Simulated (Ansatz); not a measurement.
## PbF2, pressure series

Take PbF₂ in the fluorite structure (space group Fm-3m, No. 225) as the base.

```
PbF2
1.0
    0.00000     2.94928     2.94928
    2.94928     0.00000     2.94928
    2.94928     2.94928     0.00000
Pb F
1 2
Direct
  0.00000   0.00000   0.00000
  0.75000   0.75000   0.75000
  0.25000   0.25000   0.25000
```

Cell and atoms are relaxed at each pressure.

Levels (all Ansatz, an electronic-structure program, PAW): PBEsol (420 eV, without spin-orbit coupling); HSE06 (420 eV, scalar-relativistic without spin-orbit coupling).

Band gaps by level, all at the geometries relaxed with PBEsol:

```
case               PBEsol    HSE06
----------------  -------  -------
base              4.31 eV  5.72 eV
pressure −2 GPa   4.31 eV  5.74 eV
pressure −1 GPa   4.31 eV  5.73 eV
pressure 0.3 GPa  4.30 eV  5.71 eV
pressure 0.7 GPa  4.30 eV  5.71 eV
pressure 1.5 GPa  4.30 eV  5.70 eV
pressure 3 GPa    4.29 eV  5.68 eV
pressure 7.5 GPa  4.26 eV  5.62 eV
```

Single points use the geometry relaxed with PBEsol. HSE06 gaps are upper bounds (no full band path). Spin-orbit coupling, missing from the scalar runs, can matter with Pb. Load acts through the strain it causes; cell and atoms are relaxed under it. Whether these cells are dynamically stable was not tested. No other phases were tried under pressure.
